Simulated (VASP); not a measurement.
Runs of VASP 6.6.1 on Pr. Symmetry: Im-3m, No. 229, cubic system. The conventional cell has a = 4.195 Å, b = 4.195 Å, c = 4.195 Å, α = 90.00°, β = 90.00°, γ = 90.00°. Pr (site symmetry m-3m) is surrounded by 8 Pr at 3.63 Å. This isn't the form of Pr at room conditions, which is double hcp.

```tsv
task	level	potentials or basis	spin	U	cell	cutoff (eV)	smearing	gap on the mesh (eV)	pressure (GPa)	moment (μB)
single point	revPBE+D4+U	VASP PAW PBE potentials, release 64 (Pr)	collinear, twin_end start	Pr f U = 8.0 eV	Im-3m, 36.91 Å³/atom	520	fermi-dirac 0.15 eV	none	-3.5	(a)
single point	PBEsol+U	VASP PAW PBE potentials, release 64 (Pr)	collinear, typed start	Pr f U = 8.0 eV	Im-3m, 42.25 Å³/atom	520	fermi-dirac 0.05 eV	none	1.3	3.18
single point	revPBE	VASP PAW PBE potentials, release 64 (Pr_3), 4f in core	collinear, typed start	-	Im-3m, 36.91 Å³/atom	520	fermi-dirac 0.1 eV	none	0.7	(b)
relaxation of cell and atoms	PBEsol+U	VASP PAW PBE potentials, release 64 (Pr)	collinear, typed start	Pr f U = 8.0 eV	relaxed	600	fermi-dirac 0.05 eV	none	0.0	3.15
```

Alike in all rows: k mesh 9 × 9 × 9.

**Question.** Fill in the values left out.

**Answer.** (a) 2.87; (b) 0.00.

Caveats: the magnetic or orbital state may not be the lowest; the PAW data sets were made with another functional, which shifts forces and pressure a little; spin-orbit coupling is left out, which moves the levels of the heavy elements; pairwise dispersion overbinds metals, which lowers pressure and volume (some runs); the 4f electrons are frozen in the core as for a trivalent ion, so they carry no moment and show no levels (some runs); the electronic state changed during the relaxation (some runs); the volume moved by over 15 % at a fixed basis, so the end points are rough (some runs).

A k mesh can miss the band edges, and the runs leave out spin-orbit coupling on Pr.

A gap of «none» marks a metal or a gap under the smearing width.

The runs don't all hold the same shells in valence.

Runs at the PBE level aren't shown here.
